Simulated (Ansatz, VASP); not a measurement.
# PtSe2 in VASP and in Ansatz

Contents of INCAR:

```
ALGO = Normal ; EDIFF = 1E-6
ENCUT = 520 ; GGA = PE
ISIF = 2 ; ISMEAR = 0
IVDW = 12 ; LASPH = T
LCHARG = T ; LELF = T
LREAL = F ; LVHAR = T
LWAVE = F ; NBANDS = 18
NELM = 60 ; PREC = Accurate
SIGMA = 0.15
```

File KPOINTS:

```
k-points
0
Gamma
  12 12 8
```

The input POSCAR:

```
PtSe2
1.0
    3.7224757418      0.0000000000      0.0000000000
   -1.8612378709      3.2237585574      0.0000000000
    0.0000000000      0.0000000000      4.9497759939
Pt Se
1 2
Direct
    0.0000000000      0.0000000000      0.0000000000
    0.3333333333      0.6666666667      0.2341021151
    0.6666666667      0.3333333333      0.7658978849
```

Input for Ansatz:

```yaml
crystal:
  lattice:
    - [3.7224757418, 0.0, 0.0]
    - [-1.8612378709, 3.2237585574, 0.0]
    - [0.0, 0.0, 4.9497759939]
  atoms:
    - { symbol: Pt, position: [0.0, 0.0, 0.0] }
    - { symbol: Se, position: [0.3333333333, 0.6666666667, 0.2341021151] }
    - { symbol: Se, position: [0.6666666667, 0.3333333333, 0.7658978849] }
basis:
  ecutwfc: 420
kpoints:
  mp_grid: { grid: [12, 12, 8] }
hamiltonian:
  xc: pbe
  pseudopotentials: { kind: paw, azcp: { folder: soft_1 } }
  dispersion: d3bj
scf:
  occupations: { method: gaussian, width: 0.15 }
output:
  forces: true
  stress: true
  eigenvalues: true
```

Alike in both runs: task single point; functional PBE; dispersion D3(BJ); k mesh 12 × 12 × 8; occupations gaussian, width 0.15 eV; no spin polarisation.

```csv
,VASP,Ansatz
version,VASP 6.6.1,Ansatz 0.2.0
potentials or method,"VASP PAW PBE potentials, release 64 (Pt, Se)","scalar-relativistic, plane waves, PAW"
plane-wave cutoff (eV),520,420
valence electrons in the cell,22,50
```

VASP gave:

| Property | Result |
| --- | --- |
| gap on the k mesh at the Fermi level (eV) | none |
| pressure (GPa) | 12.1 |
| largest component of the traceless stress (GPa) | 1.76 |
| rms of the force components (eV/Å) | 0.953 |

What did Ansatz give for the same quantities?

gap on the k mesh at the Fermi level (eV): none; pressure (GPa): 12.1; largest component of the traceless stress (GPa): 1.74; rms of the force components (eV/Å): 0.949.

Atom by atom the forces differ by 0.004 eV/Å (rms over components). A gap of «none» marks a metal or a gap that the smearing closes. The two sets of potentials don't hold the same shells in valence.

Caveats: pairwise dispersion overbinds metals, which lowers pressure and volume; forces of over 1 eV/Å show positions far from the minimum, so gaps and moduli don't describe the material at rest. The runs have no spin-orbit coupling, so splittings on Pt are missing.
